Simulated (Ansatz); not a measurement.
Ti (Im-3m), an elastic constant from a strain scan

The calculation used DFT r2SCAN, scalar-relativistic, plane waves, PAW (Ansatz). The runs took a 500 eV cutoff, a Γ-centred 26×26×26 mesh and Gaussian smearing (0.15 eV). No spin polarisation. Energies are free energies at this smearing, counted from the undisturbed cell; pressure is positive in compression.

The starting cell (relaxed at this level; with this scan's settings it stands at 0.1 GPa; this bcc form isn't the usual structure):

```
CELL_PARAMETERS angstrom
-1.62589 1.62589 1.62589
1.62589 -1.62589 1.62589
1.62589 1.62589 -1.62589
ATOMIC_POSITIONS crystal
Ti 0.00000 0.00000 0.00000
```

The cell is strained by ε times the Voigt pattern (1, 0, 0, 0, 0, 0) (xx, yy, zz, yz, xz, xy; engineering shear) with fractional coordinates fixed. The cell holds 1 atom in V0 = 17.19 Å³. The stress column is τ = (1/V0) dE/dε, got from the stress tensor σ (compression positive) at each point as −det(1 + εP) σ : P(1 + εP)⁻¹, with P the pattern as a tensor.

```csv
ε,ΔE (meV/atom),τ (GPa)
-0.1000,58.714,-12.773
-0.0750,30.697,-8.294
-0.0500,13.143,-4.977
-0.0250,3.336,-2.403
0.0000,0.000,-0.126
0.0250,2.418,1.881
0.0500,9.833,3.604
0.0750,21.559,5.114
0.0875,28.894,5.822
0.1000,?,?
```

Which combination of elastic constants does this scan measure, and how large is it?

For small ε, τ = τ0 + Kε with K = pᵀCp, which for this pattern is C11 in the cubic axes. The parabola through τ at ε = -0.0250, 0 and 0.0250 has slope K = 86 GPa at zero. The energies per cell, E = NΔE, of the same two points give K = 2[E(ε₊)/ε₊ − E(ε₋)/ε₋]/[(ε₊ − ε₋)V0] = 86 GPa, in agreement.

Predict the withheld row at ε = 0.1000 from the harmonic law, and compare.

ΔE = V0(τ0 ε + Kε²/2)/N = 44.624 meV/atom and τ = 8.44 GPa. The calculation gives 37.168 meV/atom and 6.52 GPa: the energy lies 17 % below the harmonic value, as bonds soften when stretched.

In a metal these slopes depend on the k mesh and the smearing.

Cost: 10 runs of about 5.2 core-minutes in all, on Arm Neoverse V1 (shared hosts).